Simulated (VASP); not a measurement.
# TiS2 (P-3m1) in VASP: notebook

The runs below take TiS2 through relaxation of cell and atoms, with PBE.

Everything below comes from runs of VASP 6.6.1. Logs are shortened: lines on timing, memory, paths and dates and some standing lists are left out, and cuts for length are marked.

## Step 1: The crystal as given

The structure is trigonal, space group P-3m1 (No. 164). Conventional cell: a = 3.412 Å, b = 3.412 Å, c = 5.695 Å, α = 90.00°, β = 90.00°, γ = 120.00°. Ti (site symmetry -3m) is surrounded by 6 S at 2.43 Å. S (site symmetry 3m) is surrounded by 3 Ti at 2.43 Å.

## Step 2: Relaxation of cell and atoms, PBE

Contents of INCAR:

```
ALGO     = Normal         # electronic algorithm
EDIFF    = 1E-6           # SCF threshold, eV
EDIFFG   = -0.01          # ionic threshold
ENCUT    = 600            # plane-wave cutoff, eV
GGA      = PE             # functional
IBRION   = 2              # ionic algorithm
ISIF     = 3              # what is computed and relaxed
ISMEAR   = 1              # smearing method
LASPH    = True           # aspherical terms in the spheres
LCHARG   = False          # write CHGCAR
LREAL    = False          # projectors in reciprocal space
LWAVE    = False          # write WAVECAR
NELM     = 80             # most SCF steps
NSW      = 90             # ionic steps
PREC     = Accurate       # precision mode
SIGMA    = 0.1            # smearing width, eV
```

Contents of KPOINTS:

```
k-points
0
Gamma
  12 12 7
```

Contents of POSCAR:

```
TiS2
1.0
    3.4120000000      0.0000000000      0.0000000000
   -1.7060000000      2.9548786800      0.0000000000
    0.0000000000      0.0000000000      5.6950000000
Ti S
1 2
Direct
    0.0000000000      0.0000000000      0.0000000000
    0.3333333300      0.6666666700      0.2500000000
    0.6666666700      0.3333333300      0.7500000000
```

Potentials or basis: VASP PAW PBE potentials, release 64 (Ti_sv, S).

On the command line:

```bash
> cat potpaw_PBE.64/Ti_sv/POTCAR potpaw_PBE.64/S/POTCAR > POTCAR
> mpirun -np 1 vasp_std > vasp.out
```

OUTCAR:

```text
EDIFF = 1E-6
   EDIFFG = -0.01
   ENCUT = 600
   GGA = PE
   IBRION = 2
   ISIF = 3
   ISMEAR = 1
   LASPH = True
   LREAL = False
   NELM = 80
   NSW = 90
   PREC = Accurate

 ion  position               nearest neighbor table
   1  0.000  0.000  0.000-   2 2.43   3 2.43   3 2.43   2 2.43   3 2.43   2 2.43
   2  0.333  0.667  0.250-   1 2.43   1 2.43   1 2.43
   3  0.667  0.333  0.750-   1 2.43   1 2.43   1 2.43

  LATTYP: Found a hexagonal cell.
 ALAT       =     3.4120000000
 C/A-ratio  =     1.6691090270

  Lattice vectors:

 A1 = (   3.4120000000,   0.0000000000,   0.0000000000)
 A2 = (  -1.7060000000,   2.9548786800,   0.0000000000)
 A3 = (   0.0000000000,   0.0000000000,   5.6950000000)

Analysis of symmetry for initial positions (statically):
=====================================================================
 Subroutine PRICEL returns:
 Original cell was already a primitive cell.

 Routine SETGRP: Setting up the symmetry group for a
 hexagonal supercell.

 Subroutine GETGRP returns: Found 12 space group operations
 (whereof 12 operations were pure point group operations)
 out of a pool of 24 trial point group operations.

The static configuration has the point symmetry D_3d.

Analysis of symmetry for dynamics (positions and initial velocities):
=====================================================================
 Subroutine PRICEL returns:
 Original cell was already a primitive cell.

 Routine SETGRP: Setting up the symmetry group for a
 hexagonal supercell.

 Subroutine GETGRP returns: Found 12 space group operations
 (whereof 12 operations were pure point group operations)
 out of a pool of 24 trial point group operations.

The dynamic configuration has the point symmetry D_3d.

 Subroutine INISYM returns: Found 12 space group operations
 (whereof 12 operations are pure point group operations),
 and found     1 'primitive' translations

----------------------------------------------------------------------------------------

                                     Primitive cell

  volume of cell :      57.4173

  direct lattice vectors                    reciprocal lattice vectors
     3.412000000  0.000000000  0.000000000     0.293083236  0.169211685  0.000000000
    -1.706000000  2.954878680  0.000000000     0.000000000  0.338423370  0.000000000
     0.000000000  0.000000000  5.695000000     0.000000000  0.000000000  0.175592625

  length of vectors
     3.412000000  3.412000002  5.695000000     0.338423370  0.338423370  0.175592625

  position of ions in fractional coordinates (direct lattice)
     0.000000000  0.000000000  0.000000000
     0.333333330  0.666666670  0.250000000
     0.666666670  0.333333330  0.750000000

  ion indices of the primitive-cell ions
   primitive index   ion index
                 1           1
                 2           2
                 3           3

----------------------------------------------------------------------------------------

 KPOINTS: k-points

Automatic generation of k-mesh.
 Grid dimensions read from file:
 generate k-points for:   12   12    7

 Generating k-lattice:

  Cartesian coordinates                     Fractional coordinates (reciprocal lattice)
     0.024423603  0.014100974  0.000000000     0.083333333  0.000000000  0.000000000
     0.000000000  0.028201947  0.000000000     0.000000000  0.083333333  0.000000000
     0.000000000  0.000000000  0.025084661     0.000000000  0.000000000  0.142857143

  Length of vectors
     0.028201947  0.028201947  0.025084661

  Shift w.r.t. Gamma in fractional coordinates (k-lattice)
     0.000000000  0.000000000  0.000000000

 Subroutine IBZKPT returns following result:
 ===========================================

 Found    112 irreducible k-points:

 Following reciprocal coordinates:
            Coordinates               Weight
  0.000000  0.000000  0.000000      1.000000
  0.083333  0.000000  0.000000      6.000000
  0.166667  0.000000  0.000000      6.000000
  0.250000  0.000000  0.000000      6.000000
  0.333333 -0.000000  0.000000      6.000000
  0.416667  0.000000  0.000000      6.000000
[... 16 lines left out ...]
  0.166667  0.000000  0.142857      6.000000
  0.000000  0.166667  0.142857      6.000000
 [... further k-points ...]
   k-points           NKPTS =    112   k-points in BZ     NKDIM =    112   number of bands    NBANDS=     16
   number of dos      NEDOS =    301   number of ions     NIONS =      3
   total plane-waves  NPLWV =  37632
   dimension x,y,z NGX =    28 NGY =   28 NGZ =   48
   dimension x,y,z NGXF=    56 NGYF=   56 NGZF=   96
   ions per type =               1   2
   NGX,Y,Z   is equivalent  to a cutoff of  13.64, 13.64, 14.01 a.u.
   NGXF,Y,Z  is equivalent  to a cutoff of  27.29, 27.29, 28.02 a.u.
 SYSTEM =  unknown system
   PREC   = accura    normal or accurate (medium, high low for compatibility)
   ISTART =      0    job   : 0-new  1-cont  2-samecut
   ICHARG =      2    charge: 1-file 2-atom 10-const
   ISPIN  =      1    spin polarized calculation?
   LNONCOLLINEAR =      F non collinear calculations
   LSORBIT =      F    spin-orbit coupling
   LASPH  =      T    aspherical Exc in radial PAW
   ENCUT  =  600.0 eV  44.10 Ry    6.64 a.u.   6.81  6.81 11.37*2*pi/ulx,y,z
   NELM   =     80;   NELMIN=  2; NELMDL= -5     # of ELM steps
   EDIFF  = 0.1E-05   stopping-criterion for ELM
   LREAL  =      F    real-space projection
   EDIFFG = -.1E-01   stopping-criterion for IOM
   NSW    =     90    number of steps for IOM
   IBRION =      2    ionic relax: 0-MD 1-quasi-New 2-CG
   NFREE  =      1    steps in history (QN), initial steepest desc. (CG)
   ISIF   =      3    stress and relaxation
   ISYM   =      2    0-nonsym 1-usesym 2-fastsym
   POTIM  = 0.5000    time-step for ionic-motion
   TEBEG  =    0.0;   TEEND  =   0.0 temperature during run
   PSTRESS=    0.0 pullay stress
   NELECT =      24.0000    total number of electrons
   NUPDOWN=      -1.0000    fix difference up-down
   EMIN   =  10.00;   EMAX   =-10.00  energy-range for DOS
   EFERMI =   0.00;   METHOD = LEGACY
   ISMEAR =     1;   SIGMA  =   0.10  broadening in eV -4-tet -1-fermi 0-gaus
   EFERMI_NEDOS =   21; number of points for ismear=-14 and -15
   IALGO  =     38    algorithm
   IMIX   =      4    mixing-type and parameters
     AMIX     =   0.40;   BMIX     =  1.00
     AMIX_MAG =   1.60;   BMIX_MAG =  1.00
  volume/ion in A,a.u.               =      19.14       129.16
  Fermi-wavevector in a.u.,A,eV,Ry     =   1.224046  2.313112 20.385458  1.498289
  Thomas-Fermi vector in A             =   2.359135
   LORBIT       =      0    0 simple, 1 ext, 2 COOP (PROOUT), +10 PAW based schemes
   GGA     = PE    functional components
   LHFCALC =     F    Hartree Fock is set to
   AEXX    =    0.0000 exact exchange contribution
   IVDW    =     0    specifies the selected vdW correction
   LEPSILON=     F    determine dielectric tensor
   LRPA    =     F    only Hartree local field effects (RPA)
 conjugate gradient relaxation of ions
 non-spin polarized calculation
 Methfessel and Paxton  Order N= 1 SIGMA  =   0.10
  energy-cutoff  :      600.00
  volume of cell :       57.42
 maximum number of plane-waves:      1943
   NGX = 13   NGY = 13   NGZ = 23

--------------------------------------- Ionic step        1  -------------------------------------------

 number of electron      23.9999999 magnetization

 Free energy of the ion-electron system (eV)
  ---------------------------------------------------
  ext. energy  EPLUGINS =         0.00000000
  ---------------------------------------------------
  free energy    TOTEN  =       -19.92887065 eV

  energy without entropy =      -19.92876011  energy(sigma->0) =      -19.92883380

------------------------ aborting loop because EDIFF is reached ----------------------------------------

  FORCE on cell =-STRESS in cart. coord.  units (eV):
  Direction    XX          YY          ZZ          XY          YZ          ZX
  --------------------------------------------------------------------------------------
  -------------------------------------------------------------------------------------
  Total        0.0147264      0.0147264      0.3854547      0.0000000      0.0000000      0.0000000
  in kB        0.4109268      0.4109268     10.7557700      0.0000000      0.0000000      0.0000000
  external PRESSURE =       3.8592079 kB  Pullay stress =       0.0000000 kB
[... 22 lines left out ...]
  energy  without entropy=      -19.9287601114  energy(sigma->0) =      -19.92883380

--------------------------------------- Ionic step        2  -------------------------------------------

 number of electron      24.0000000 magnetization

 E-fermi :   5.3494     XC(G=0): -10.0562

 val. band max:        5.3234778689   @ k =   0.0000   0.0000   0.2857
 cond. band min:       5.3508384358   @ k =   0.0000   0.4167   0.4286
 fundamental gap:      0.0273605669
 Fermi energy:         5.3494058741

 k-point     1 :       0.0000    0.0000    0.0000
  band No.  band energies     occupation
      1     -52.3244      2.00000
      2     -28.5464      2.00000
      3     -28.5018      2.00000
      4     -28.5018      2.00000
      5      -8.3628      2.00000
      6      -6.7208      2.00000
[... 8 lines left out ...]
     15       6.2464     -0.00000
     16       8.7850      0.00000
[... 504 lines left out ...]
  FREE ENERGIE OF THE ION-ELECTRON SYSTEM (eV)
  ---------------------------------------------------
  free  energy   TOTEN  =       -19.9416738819 eV

  energy  without entropy=      -19.9415906274  energy(sigma->0) =      -19.94164613

[... ionic steps 4 to 17 ...]

--------------------------------------- Ionic step       18  -------------------------------------------

 number of electron      23.9999999 magnetization

------------------------ aborting loop because EDIFF is reached ----------------------------------------

  FORCE on cell =-STRESS in cart. coord.  units (eV):
  Direction    XX          YY          ZZ          XY          YZ          ZX
  --------------------------------------------------------------------------------------
  -------------------------------------------------------------------------------------
  Total        0.0139155      0.0139155      0.1168265     -0.0000000      0.0000000      0.0000000
  in kB        0.3440673      0.3440673      2.8885906     -0.0000000      0.0000000      0.0000000
  external PRESSURE =       1.1922417 kB  Pullay stress =       0.0000000 kB
[... 59 lines left out ...]
  energy  without entropy=      -19.9624654690  energy(sigma->0) =      -19.96263287

--------------------------------------- Ionic step       20  -------------------------------------------

 number of electron      23.9999999 magnetization

 Free energy of the ion-electron system (eV)
  ---------------------------------------------------
  ext. energy  EPLUGINS =         0.00000000
  ---------------------------------------------------
  free energy    TOTEN  =       -19.96275460 eV

  energy without entropy =      -19.96247282  energy(sigma->0) =      -19.96266067

 E-fermi :   4.0798     XC(G=0):  -9.2511

 val. band max:        4.0797097100   @ k =   0.0000   0.0000   0.1429
 cond. band min:       4.0855923051   @ k =   0.0000   0.0000   0.0000
 fundamental gap:      0.0058825950
 Fermi energy:         4.0798450018

 k-point     1 :       0.0000    0.0000    0.0000
  band No.  band energies     occupation
      1     -53.6567      2.00000
      2     -29.8801      2.00000
      3     -29.8310      2.00000
      4     -29.8310      2.00000
      5      -9.4956      2.00000
      6      -8.1786      2.00000
[... 8 lines left out ...]
     15       4.9820     -0.00000
     16       7.6303      0.00000
[... 467 lines left out ...]
  FREE ENERGIE OF THE ION-ELECTRON SYSTEM (eV)
  ---------------------------------------------------
  free  energy   TOTEN  =       -19.9627545999 eV

  energy  without entropy=      -19.9624728158  energy(sigma->0) =      -19.96266067

 reached required accuracy - stopping structural energy minimisation
```

Wall time 11 min (1 thread of Intel Xeon 6975P-C (Granite Rapids), shared host); peak memory 0.28 GiB.

What came out:

```yaml
Free_energy: -19.9628 eV
Relaxed_volume: 21.79 Å³/atom
Relaxed_cell: a = 3.415 Å, b = 3.415 Å, c = 6.471 Å, α = 90.00°, β = 90.00°, γ = 120.00°
Space_group_after_relaxing_to_0.05_Å: P-3m1 (No. 164)
Energy_gained_by_relaxing: 11.3 meV/atom
Ionic_steps: 20
Pressure_after_relaxing: 0.0 GPa
Band_gap_on_the_k_mesh: none (metal or under the smearing width)
```

The path:
```tsv
step	energy change (eV)	largest force (eV/Å)	pressure (GPa)	volume (Å³)
1	0.0000	0.1379	0.39	57.42
2	-0.0040	0.1573	0.17	57.80
3	-0.0128	0.2129	-0.47	58.95
4	-0.0193	0.3226	-1.51	61.27
5	-0.0208	0.3023	-1.37	61.32
6	-0.0248	0.2396	-0.98	61.48
7	-0.0298	0.1103	-0.15	61.79
8	-0.0277	0.1671	1.60	62.40
9	-0.0310	0.0003	0.51	62.03
10	-0.0310	0.0070	0.48	62.01
11	-0.0314	0.0072	0.44	62.19
12	-0.0324	0.0067	0.29	62.71
13	-0.0335	0.0054	0.01	63.76
14	-0.0336	0.0043	-0.10	64.22
15	-0.0336	0.0046	-0.09	64.27
16	-0.0336	0.0043	-0.13	64.37
17	-0.0337	0.0116	-0.03	64.55
18	-0.0337	0.0355	0.12	64.80
19	-0.0338	0.0192	0.05	65.06
20	-0.0339	0.0006	-0.02	65.36
```

Final structure:
```cif
data_structure
_symmetry_space_group_name_H-M 'P 1'
_symmetry_Int_Tables_number 1
_cell_length_a 3.4150
_cell_length_b 3.4150
_cell_length_c 6.4713
_cell_angle_alpha 90.000
_cell_angle_beta 90.000
_cell_angle_gamma 120.000
_cell_volume 65.36
loop_
_atom_site_label
_atom_site_type_symbol
_atom_site_fract_x
_atom_site_fract_y
_atom_site_fract_z
_atom_site_occupancy
Ti1 Ti 0.00000 0.00000 0.00000 1
S1 S 0.33333 0.66667 0.21935 1
S2 S 0.66667 0.33333 0.78065 1
```

Levels at points of the mesh, in eV from the Fermi level:
```
           k point  band 9  band 10  band 11  band 12  band 13  band 14  band 15  band 16
(0.00, 0.00, 0.00)   -2.78    -0.81     0.01     0.01     0.43     0.43     0.90     3.55
(0.50, 0.00, 0.00)   -2.86    -2.72    -2.19    -1.45     0.12     1.45     1.84     3.62
```

Caveat: this functional lacks dispersion, which binds the layers, so the pressure and a relaxed spacing across them are unreliable; the volume moved by +14 % from the deposited cell, more than functionals usually miss.

(Continued in part 2 of 2.)
